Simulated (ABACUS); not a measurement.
**Ni in ABACUS: tuning ks solver**

The system is Ni.

```
CELL_PARAMETERS angstrom
2.44802 0.00000 0.00000
-1.22401 2.12005 0.00000
0.00000 0.00000 4.07281
ATOMIC_POSITIONS crystal
Ni 0.66667 0.33333 0.75000
Ni 0.33333 0.66667 0.25000
```

This isn't the form of Ni at room conditions, which is fcc.

* Program: ABACUS 3.10.1
* Task: tuning run
* Functional: PBE
* Potentials or basis: PseudoDojo NC SR 0.5 PBE stringent
* Cutoff: 1429 eV
* Density cutoff: 5714 eV
* Basis: plane waves
* k mesh: 10 × 10 × 6
* Occupations: fermi-dirac, width 0.1 eV
* Spin: collinear spin, ferromagnetic start
* Starting moments: [1.0, 1.0] μB

These are the settings of the first run; the series varies ks solver, with any setting tied to it.

Hardware: 4 MPI ranks on Intel(R) Xeon(R) 6975P-C (Granite Rapids), with other jobs on the host.

```csv
ks solver,energy less the last converged row (meV/atom),SCF cycles,wall time (s)
dav,0.00,9,11
cg,0.00,10,16
dav_subspace,0.00,9,12
bpcg,0.00,11,40
```

Fastest here: dav (11 s), level within noise with dav_subspace; slowest of those that converged: bpcg (40 s). These are single runs, one after another on one machine, so differences under about a fifth mean little.
